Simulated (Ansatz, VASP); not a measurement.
**Two plane-wave programs on Sn**

File POSCAR:

```
Sn
1.0
   -0.0766373948      3.2078223843      3.2078223843
    3.2078223843     -0.0766373948      3.2078223843
    3.2078223843      3.2078223843     -0.0766373948
Sn
2
Direct
   -0.0021608171     -0.0021608171     -0.0021608171
    0.2521608171      0.2521608171      0.2521608171
```

INCAR.step1

```
SYSTEM = Sn
PREC = Accurate
ENCUT = 520
ISMEAR = -1
SIGMA = 0.02
LREAL = .False.
LASPH = .True.
NELM = 80
NBANDS = 21
GGA = PE
ALGO = Normal
EDIFF = 1E-4
LWAVE = .True.
LCHARG = .False.
```

INCAR.step2

```
SYSTEM = Sn
PREC = Accurate
ENCUT = 520
EDIFF = 1E-6
ISMEAR = -1
SIGMA = 0.02
LREAL = .False.
LASPH = .True.
NELM = 80
ALGO = Normal
ISIF = 2
LWAVE = .False.
LCHARG = .False.
METAGGA = R2SCAN
LMIXTAU = .True.
NBANDS = 21
ISTART = 1
```

File KPOINTS:

```
Automatic mesh
0
Gamma
  6 6 6
  0 0 0
```

Input for Ansatz:

```yaml
crystal:
  lattice:
    - [-0.0766373948, 3.2078223843, 3.2078223843]
    - [3.2078223843, -0.0766373948, 3.2078223843]
    - [3.2078223843, 3.2078223843, -0.0766373948]
  atoms:
    - { symbol: Sn, position: [-0.0021608171, -0.0021608171, -0.0021608171] }
    - { symbol: Sn, position: [0.2521608171, 0.2521608171, 0.2521608171] }
kpoints:
  mp_grid: { grid: [6, 6, 6] }
  band_path:
    path:
      - [0.0, 0.0, 0.0]
      - [0.5, 0.0, 0.5]
      - [0.625, 0.25, 0.625]
      - [0.375, 0.375, 0.75]
      - [0.5, 0.5, 0.5]
      - [0.5, 0.25, 0.75]
      - [-0.023519, 0.0, 0.023519]
    npoints: 1
hamiltonian:
  xc: r2scan
scf:
  occupations: { method: fermi_dirac, width: 0.02 }
  n_extra_bands: 4
output:
  forces: true
  stress: true
  eigenvalues: true
  write_density: true
  write_potential: true
  elf: true
  volumetric_format: npy
```

Change from the starting cell: shear_111 strain -3.5%.

Alike in both runs: task single point; functional r2SCAN; k mesh 6 × 6 × 6; occupations fermi-dirac, width 0.02 eV; no spin polarisation.

```csv
,VASP,Ansatz
version,VASP 6.6.1,Ansatz 0.2.0
potentials or method,"VASP PAW PBE potentials, release 64 (Sn_d)","plane waves, PAW"
plane-wave cutoff (eV),520,500
valence electrons in the cell,28,28
```

Ansatz gave:

```
pressure (GPa)                                  : 1.7
largest component of the traceless stress (GPa) : 0.65
```

Estimate VASP's values.

pressure (GPa): 1.7; largest component of the traceless stress (GPa): 0.66.

Caveats: the PAW data sets were made with another functional, which shifts forces and pressure a little (VASP).
